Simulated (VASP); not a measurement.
Wanted: the native input for a VASP 6.6.1 run.

* Task: single point
* Functional: PBE
* Potentials or basis: VASP PAW PBE potentials, release 64 (Hg_sv_GW, Te_GW)
* Cutoff: 450 eV
* k mesh: 4 × 4 × 4
* Occupations: gaussian, width 0.02 eV
* Spin: no spin polarisation
* Further INCAR settings: ALGO = Normal; EDIFF = 1e-06; NBANDS = 20

The structure of HgTe lies in POSCAR:

```
HgTe
1.0
    0.0000000000      3.1800000000      3.1800000000
    3.1800000000      0.0000000000      3.1800000000
    3.1800000000      3.1800000000      0.0000000000
Hg Te
1 1
Direct
    0.0000000000      0.0000000000      0.0000000000
    0.5000000000      0.5000000000      0.5000000000
```

Measurements of this composition are mostly on another form, of space group No. 216.

The input as run:

INCAR

```
PREC = Accurate ; ENCUT = 450
EDIFF = 1E-6 ; ISMEAR = 0
SIGMA = 0.02 ; LREAL = False
LASPH = True ; NELM = 60
ALGO = Normal ; ISIF = 2
LWAVE = False ; LCHARG = False
GGA = PE ; NBANDS = 20
```

KPOINTS

```
Automatic mesh
0
Gamma
  4 4 4
```

Potentials or basis: VASP PAW PBE potentials, release 64 (Hg_sv_GW, Te_GW).

Command:

```bash
$ cat potpaw_PBE.64/Hg_sv_GW/POTCAR potpaw_PBE.64/Te_GW/POTCAR > POTCAR
$ mpirun -np 1 vasp_std > vasp.out
```

It gave:

```json
{"Pressure": "-3.8 GPa", "Band gap on the k mesh": "none (metal or under the smearing width)"}
```

Caveat: the k mesh is coarse (spacing up to 0.43 Å⁻¹), so the values aren't converged.

Wall time 5.7 s on 1 thread of Intel(R) Xeon(R) 6975P-C (Granite Rapids), with other jobs on the host, peak memory 0.18 GiB.
